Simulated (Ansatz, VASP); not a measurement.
**One calculation of Ti, two programs**

```xyz
1
Lattice="-1.6410 1.6410 1.5918 1.6410 -1.6410 1.5918 1.6410 1.6410 -1.5918" Properties=species:S:1:pos:R:3 pbc="T T T"
Ti    0.0000    0.0000    0.0000
```

Change from the starting cell: zz strain of -3 %.

Alike in both runs: task single point; functional PBEsol; k mesh 14 × 14 × 14; occupations fermi-dirac, width 0.05 eV; no spin polarisation.

|  | VASP | Ansatz |
| --- | --- | --- |
| version | VASP 6.6.1 | Ansatz 0.2.0 |
| potentials or method | VASP PAW PBE potentials, release 64 (Ti_sv), cutoff 520 eV | all-electron LAPW, scalar-relativistic |

```tsv
	VASP	Ansatz	Ansatz less VASP
pressure (GPa)	-4.0	-3.8	+0.21
largest component of the traceless stress (GPa)	0.65	0.65	+0.003
```

Ansatz ran all-electron here, so the differences hold the error of VASP's frozen core and of both bases.

Caveats: the PAW data sets were made with another functional, which shifts forces and pressure a little (VASP).
